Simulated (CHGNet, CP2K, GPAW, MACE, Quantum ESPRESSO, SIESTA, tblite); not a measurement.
## Finding the fault: CP2K, twisted Ti2CO2 MXene bilayer, 21.79° (70 atoms)

Program: CP2K 2026.2, a calculation on a cell of 14 C, 28 Ti and 28 O, with vacuum.

The input, input.inp:

```
&GLOBAL
  PROJECT cell
  RUN_TYPE ENERGY_FORCE
  PRINT_LEVEL LOW
&END GLOBAL
&FORCE_EVAL
  METHOD QS
  &DFT
    BASIS_SET_FILE_NAME BASIS_MOLOPT
    POTENTIAL_FILE_NAME GTH_POTENTIALS
    &MGRID
      CUTOFF 800
      REL_CUTOFF 50
      NGRIDS 5
    &END MGRID
    &QS
      EPS_DEFAULT 1.0E-12
    &END QS
    &SCF
      SCF_GUESS ATOMIC
      EPS_SCF 1.0E-06
      MAX_SCF 60
      ADDED_MOS 45
      &DIAGONALIZATION
        ALGORITHM STANDARD
      &END DIAGONALIZATION
      &SMEAR ON
        METHOD FERMI_DIRAC
        ELECTRONIC_TEMPERATURE [K] 580
      &END SMEAR
      &MIXING
        METHOD BROYDEN_MIXING
        ALPHA 0.15
        NBROYDEN 8
      &END MIXING
      &PRINT
        &RESTART OFF
        &END RESTART
      &END PRINT
    &END SCF
    &XC
      &XC_FUNCTIONAL PBE
      &END XC_FUNCTIONAL
    &END XC
    &PRINT
      &MULLIKEN ON
      &END MULLIKEN
      &HIRSHFELD ON
        SHAPE_FUNCTION DENSITY
      &END HIRSHFELD
      &MO ON
        EIGENVALUES T
        OCCUPATION_NUMBERS T
        MO_INDEX_RANGE 269 292
        &EACH
          QS_SCF 0
        &END EACH
        ADD_LAST NUMERIC
      &END MO
    &END PRINT
  &END DFT
  &SUBSYS
    &CELL
      A 8.01660 0.00000 0.00000
      B -4.00830 6.94258 0.00000
      C 0.00000 0.00000 23.63000
    &END CELL
    &COORD
      C 3.94004 6.89836 8.23505
      Ti 0.53082 1.58020 9.54959
      Ti 1.68577 0.35386 6.86310
      O 1.72305 0.33665 10.39649
      O 0.53166 1.63040 5.99422
      C -0.57026 2.99496 8.20363
      Ti -0.09780 4.71415 9.57653
      Ti 1.16084 3.21379 6.87208
      O 1.09571 3.34188 10.45108
      O 0.00212 4.62785 6.00037
[... 56 atom lines left out ...]
      Ti -1.08360 3.27718 16.71397
      Ti -0.55030 1.66740 14.03976
      O -0.57403 1.57034 17.62798
      O -1.17419 3.37673 13.15553
    &END COORD
    &KIND C
      BASIS_SET DZVP-MOLOPT-XX-GTH
      POTENTIAL GTH-PBE-q4
    &END KIND
    &KIND Ti
      BASIS_SET DZVP-MOLOPT-SR-GTH-q12
      POTENTIAL GTH-PBE-q12
    &END KIND
    &KIND O
      BASIS_SET DZVP-MOLOPT-SR-GTH-q6
      POTENTIAL GTH-PBE-q6
    &END KIND
  &END SUBSYS
  &PRINT
    &FORCES ON
    &END FORCES
  &END PRINT
&END FORCE_EVAL
```

The run is started by

```console
$ OMP_NUM_THREADS=1 mpirun -np 4 cp2k.psmp -i input.inp > output.txt
```

The log of the run:

```text
CP2K| version string:                                       CP2K version 2026.2
 CP2K| Input file name                                                 input.inp
 GLOBAL| Basis set file name                                        BASIS_MOLOPT
 GLOBAL| Potential file name                                      GTH_POTENTIALS
 GLOBAL| Run type                                                   ENERGY_FORCE
 GLOBAL| Total number of message passing processes                             4
 GLOBAL| Number of threads for this process                                    1
 *   ___                                                                       *
 *  /   \                                                                      *
 * [ABORT]                                                                     *
 *  \___/    The requested basis set <DZVP-MOLOPT-XX-GTH> for element <C> was  *
 *    |               not found in the basis set files <BASIS_MOLOPT>          *
 *  O/|                                                                        *
 * /| |                                                                        *
```

The job ended after 0.92 s (4 MPI ranks of Arm Neoverse N1, shared host; peak memory 0.57 GiB).

Banners, paths, timers and routine set-up lines are dropped from the logs unmarked, and long logs keep their key lines alone; longer cuts are marked.

**Question.** Which part of the input is at fault, and how is it mended?

A basis that the file lacks: basis DZVP-MOLOPT-XX-GTH for C. Mend: name a basis that the basis file holds for this element.

The program stopped at the start.

[Also dropped from logs without a mark: logging warnings of Python, and SIESTA's first energy breakdown and zero terms.]

[Logs are printed without paths, hosts, clocks, repeated set-up lines and the standing remarks that a program may print on its own settings, such as how far it seeks lower states.]

[Hosts, paths, dates, database ids (printed as entryN), source tags and the programs' standing remarks are cut or masked in the printed files.]
